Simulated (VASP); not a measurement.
# ZrC (Fm-3m) in VASP: a series of runs, part 2 of 2

VASP 6.6.1. Earlier steps stand in the parts before.

## (3) Single point, PBE

Contents of INCAR:

```
SYSTEM = ZrC
  PREC = Accurate
  ENCUT = 700
  EDIFF = 1E-7
  ISMEAR = 0
  SIGMA = 0.1
  LREAL = .False.
  LASPH = .True.
  NELM = 60
  ALGO = Normal
  ISIF = 2
  LWAVE = .False.
  LCHARG = .False.
  GGA = PE
  NBANDS = 15
```

Contents of KPOINTS:

```
regular mesh
0
Gamma
  12 12 12
  0 0 0
```

Contents of POSCAR:

```
ZrC
1.0
    0.0000000000      2.3650000000      2.3650000000
    2.3650000000      0.0000000000      2.3650000000
    2.3650000000      2.3650000000      0.0000000000
Zr C
1 1
Direct
    0.5000000000      0.5000000000      0.5000000000
    0.0000000000      0.0000000000      0.0000000000
```

Potentials or basis: VASP PAW PBE potentials, release 64 (Zr_sv, C).

Command:

```console
$ cat potpaw_PBE.64/Zr_sv/POTCAR potpaw_PBE.64/C/POTCAR > POTCAR
$ mpirun -np 1 vasp_std > vasp.out
```

OUTCAR:

```text
SYSTEM = ZrC
   PREC = Accurate
   ENCUT = 700
   EDIFF = 1E-7
   ISMEAR = 0
   LREAL = .False.
   LASPH = .True.
   NELM = 60
   ISIF = 2
   GGA = PE

 ion  position               nearest neighbor table
   1  0.500  0.500  0.500-   2 2.37   2 2.37   2 2.37   2 2.37   2 2.37   2 2.37
   2  0.000  0.000  0.000-   1 2.37   1 2.37   1 2.37   1 2.37   1 2.37   1 2.37

  LATTYP: Found a face centered cubic cell.
 ALAT       =     4.7300000000

  Lattice vectors:

 A1 = (   0.0000000000,   2.3650000000,   2.3650000000)
 A2 = (   2.3650000000,   0.0000000000,   2.3650000000)
 A3 = (   2.3650000000,   2.3650000000,   0.0000000000)

Analysis of symmetry for initial positions (statically):
=====================================================================
 Subroutine PRICEL returns:
 Original cell was already a primitive cell.

 Routine SETGRP: Setting up the symmetry group for a
 face centered cubic supercell.

 Subroutine GETGRP returns: Found 48 space group operations
 (whereof 48 operations were pure point group operations)
 out of a pool of 48 trial point group operations.

The static configuration has the point symmetry O_h .

Analysis of symmetry for dynamics (positions and initial velocities):
=====================================================================
 Subroutine PRICEL returns:
 Original cell was already a primitive cell.

 Routine SETGRP: Setting up the symmetry group for a
 face centered cubic supercell.

 Subroutine GETGRP returns: Found 48 space group operations
 (whereof 48 operations were pure point group operations)
 out of a pool of 48 trial point group operations.

The dynamic configuration has the point symmetry O_h .

 Subroutine INISYM returns: Found 48 space group operations
 (whereof 48 operations are pure point group operations),
 and found     1 'primitive' translations

----------------------------------------------------------------------------------------

                                     Primitive cell

  volume of cell :      26.4560

  direct lattice vectors                    reciprocal lattice vectors
     0.000000000  2.365000000  2.365000000    -0.211416490  0.211416490  0.211416490
[... 124 lines left out ...]

 number of electron      16.0000000 magnetization

 Free energy of the ion-electron system (eV)
  ---------------------------------------------------
  ext. energy  EPLUGINS =         0.00000000
  ---------------------------------------------------
  free energy    TOTEN  =       -19.46190159 eV

  energy without entropy =      -19.45996795  energy(sigma->0) =      -19.46093477

 E-fermi :   9.4526     XC(G=0): -12.0406

 val. band max:        9.4382251301   @ k =   0.5000   0.5000   0.0000
 cond. band min:       9.4984683248   @ k =   0.4167   0.3333   0.0000
 fundamental gap:      0.0602431947
 Fermi energy:         9.4526338543

 k-point     1 :       0.0000    0.0000    0.0000
  band No.  band energies     occupation
      1     -38.7846      2.00000
      2     -16.5067      2.00000
      3     -16.5067      2.00000
      4     -16.5067      2.00000
      5      -1.8421      2.00000
      6      10.3279      0.00000
      7      10.3279      0.00000
      8      10.3279      0.00000
      9      10.4828      0.00000
     10      10.4828      0.00000
     11      10.4828      0.00000
     12      12.1535      0.00000
     13      12.1535      0.00000
     14      16.4915      0.00000
[... 401 lines left out ...]
      2     -17.2212      2.00000
      3     -16.7257      2.00000
      4     -16.6104      2.00000
      5       0.7265      2.00000
      6       4.7972      2.00000
      7       6.8105      2.00000
      8       6.8367      2.00000
      9      13.0176      0.00000
     10      13.5586      0.00000
     11      14.1342      0.00000
     12      17.2043      0.00000
     13      18.6331      0.00000
     14      18.8826      0.00000
     15      22.5879      0.00000

 [... further k-points ...]

------------------------ aborting loop because EDIFF is reached ----------------------------------------

  FORCE on cell =-STRESS in cart. coord.  units (eV):
  Direction    XX          YY          ZZ          XY          YZ          ZX
  --------------------------------------------------------------------------------------
  -------------------------------------------------------------------------------------
  Total       -0.4476928     -0.4476928     -0.4476928      0.0000000     -0.0000000      0.0000000
  in kB      -27.1123586    -27.1123586    -27.1123586      0.0000000     -0.0000000      0.0000000
  external PRESSURE =     -27.1123586 kB  Pullay stress =       0.0000000 kB

 VOLUME and BASIS-vectors are now :
 -----------------------------------------------------------------------------
  energy-cutoff  :      700.00
  volume of cell :       26.46
      direct lattice vectors                 reciprocal lattice vectors
     0.000000000  2.365000000  2.365000000    -0.211416490  0.211416490  0.211416490
     2.365000000  0.000000000  2.365000000     0.211416490 -0.211416490  0.211416490
     2.365000000  2.365000000  0.000000000     0.211416490  0.211416490 -0.211416490

 POSITION                                       TOTAL-FORCE (eV/Angst)
 -----------------------------------------------------------------------------------
      2.36500      2.36500      2.36500         0.000000      0.000000      0.000000
      0.00000      0.00000      0.00000        -0.000000     -0.000000     -0.000000
 -----------------------------------------------------------------------------------
    total drift:                               -0.000000     -0.000000      0.000000

  FREE ENERGIE OF THE ION-ELECTRON SYSTEM (eV)
  ---------------------------------------------------
  free  energy   TOTEN  =       -19.4619015937 eV

  energy  without entropy=      -19.4599679465  energy(sigma->0) =      -19.46093477
```

OSZICAR:

```text
N       E                     dE             d eps       ncg     rms          rms(c)
DAV:   1     0.122169923481E+03    0.12217E+03   -0.10131E+04  2160   0.134E+03
DAV:   2    -0.156113529354E+02   -0.13778E+03   -0.12829E+03  2720   0.321E+02
DAV:   3    -0.227923733680E+02   -0.71810E+01   -0.71119E+01  3618   0.635E+01
DAV:   4    -0.229570306787E+02   -0.16466E+00   -0.16458E+00  2677   0.657E+00
DAV:   5    -0.229584919168E+02   -0.14612E-02   -0.14612E-02  2830   0.594E-01    0.197E+01
DAV:   6    -0.195868389837E+02    0.33717E+01   -0.64820E+00  2519   0.227E+01    0.674E+00
DAV:   7    -0.194788643116E+02    0.10797E+00   -0.68573E-01  2457   0.610E+00    0.590E+00
DAV:   8    -0.195051546143E+02   -0.26290E-01   -0.37380E-01  2566   0.477E+00    0.515E+00
DAV:   9    -0.194628257997E+02    0.42329E-01   -0.75040E-02  2321   0.201E+00    0.842E-01
DAV:  10    -0.194619116141E+02    0.91419E-03   -0.62204E-03  2811   0.649E-01    0.100E-01
DAV:  11    -0.194619088447E+02    0.27694E-05   -0.18545E-04  2384   0.130E-01    0.520E-02
DAV:  12    -0.194619027830E+02    0.60617E-05   -0.44211E-06  2774   0.178E-02    0.114E-02
DAV:  13    -0.194619016108E+02    0.11721E-05   -0.15877E-06  2735   0.872E-03    0.185E-03
DAV:  14    -0.194619015937E+02    0.17131E-07   -0.60308E-08  1752   0.192E-03
   1 F= -.19461902E+02 E0= -.19460935E+02  d E =-.193365E-02
```

Wall time 51 s (1 thread of AMD EPYC 7R13 (Zen 3), shared host); peak memory 0.17 GiB.

Results:

| Item | Value |
| --- | --- |
| Free energy | -19.4619 eV |
| Pressure | -2.7 GPa |
| Band gap on the k mesh | none (metal or under the smearing width) |
